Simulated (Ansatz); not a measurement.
Level of theory: DFT PBE, scalar-relativistic, plane waves, PAW in Ansatz 0.2.0. Settings: cutoff 420 eV, Γ-centred meshes spaced at most about 0.3 Å⁻¹, and about 0.25 Å⁻¹ or finer for metals (2π included), Gaussian smearing. No spin polarisation.

All energies are static (0 K, no zero-point motion).

Compare these two cells of Al4Ni, each relaxed at this level.

A.

```
Al Ni
1.0
    -3.91162    3.91162    1.30198
     3.91162   -3.91162    1.30198
     3.91162    3.91162   -1.30198
Al Ni
4 1
Direct
  0.00000 0.72673 0.72673
  0.00000 0.27327 0.27327
  0.27327 0.00000 0.27327
  0.72673 0.00000 0.72673
  0.50000 0.50000 0.00000
```

B.

```
Al Ni
1.0
    -3.08003    3.08003    1.93392
     3.08003   -3.08003    1.93392
     3.08003    3.08003   -1.93392
Al Ni
4 1
Direct
  0.20438 0.60598 0.81036
  0.60598 0.79562 0.40160
  0.39402 0.20438 0.59840
  0.79562 0.39402 0.18964
  0.00000 0.00000 0.00000
```

Task: Which form is favoured at zero pressure, and by what margin per atom?

Result: A is lower, by 27 meV/atom. A has space group I4/mmm (No. 139), 15.9 Å³/atom and no gap on its mesh; B has Al and Ni ordered on fcc sites, space group I4/m (No. 87), 14.7 Å³/atom and no gap. Counting all near atoms (those within 1.25 times the shortest distance at each site), A has Al 10, Ni 10 and B has Al 12, Ni 12. The lower one is the more open, so pressure narrows the difference. In A, around Al lie 2 Ni at 2.50 Å, 2 Al at 2.60 Å, 4 Al at 2.83 Å and 2 Al at 3.02 Å; Ni is surrounded by 8 Al at 2.50 Å and 2 Ni at 2.60 Å. In B, Al is surrounded by 9 Al at 2.68–2.84 Å and 3 Ni at 2.73–2.74 Å; around Ni lie 12 Al at 2.73–2.74 Å. Both come from invented guesses. Shaken at random and relaxed again, A came back.

For metals, differences of a few meV/atom aren't resolved. Cells without such a test can be saddle points.

The 27 meV/atom preference for A is clear and goes against simple packing, since the denser B gives both elements more near neighbours. The likely reason is the quality of the Al–Ni contacts rather than their number. Ni is smaller than Al, but ordering on fcc sites forces Al–Ni and Al–Al distances to be similar, leaving Ni in a cage that is rather large for it. A gives up that uniformity: Ni has only 8 Al neighbours instead of 12, but they sit at 2.50 Å rather than 2.73–2.74 Å, which should strengthen the mixing of Al sp with Ni d states. This gain apparently outweighs the cost of placing Ni atoms next to each other at 2.60 Å, an arrangement that Al-rich aluminides usually avoid. Because B is the denser form, sufficient compression could reverse the order. The preference for A doesn't make it a ground state: at this composition the known equilibrium is a mixture of Al3Ni and fcc Al, against which neither cell has been compared.
